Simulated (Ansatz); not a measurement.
# Tc: strain and displacement

```yaml
crystal:
  lattice:
    - [2.74000, 0.00000, 0.00000]
    - [-1.37000, 2.37291, 0.00000]
    - [0.00000, 0.00000, 4.39800]
  atoms:
    - { symbol: Tc, position: [0.33333, 0.66667, 0.25000] }
    - { symbol: Tc, position: [0.66667, 0.33333, 0.75000] }
```

Atoms are numbered in the order listed.

The conventional cell has a = 2.740 Å, b = 2.740 Å, c = 4.398 Å, α = 90.00°, β = 90.00°, γ = 120.00°. Tc (atom 1) is surrounded by 12 Tc at 2.71 to 2.74 Å.

The cell is COD entry 1541062, as deposited and not checked against the literature; nothing was relaxed.

The calculation used DFT, PBE, all-electron PAW with datasets made for the crystal, scalar-relativistic in Ansatz 0.2.0.

Settings: a Γ-centred 17×17×9 k mesh, Fermi–Dirac smearing of 0.08 eV, cutoff 300 eV (chosen by the program for this cell), no spin polarisation.

The unchanged cell is at 3.12 GPa.

In a metal, stresses and small energies carry noise from the k mesh.

x, y and z are the Cartesian axes of the cell as listed; fractional coordinates follow a strain, and an engineering shear is twice the off-diagonal strain component.

**Question.** With this change (z strained by +1.5 % at fixed volume), what becomes of the energy and stress?

**Answer.** Energy change +7 meV/atom; stress change (xx, yy, zz, yz, xz, xy) 2.78, 2.78, -5.23, 0.00, 0.00, 0.00 GPa, compression positive.

**Question.** With this change (atom 2 (Tc) moved by (0.0000, 0.0000, 0.1200) Å), what becomes of the energy and stress and forces?

**Answer.** Energy change +10 meV/atom; stress change (xx, yy, zz, yz, xz, xy) 1.02, 1.02, 3.53, 0.00, 0.00, 0.00 GPa, compression positive; change of the force on Tc2 (0.000, 0.000, -0.477) eV/Å.

**Question.** What force constant does this one finite step give for Tc2 along its displacement (all its periodic images move with it)?

**Answer.** k = −ΔF·u/|u|² = 3.98 eV/Å², so the force pulls the atom back.
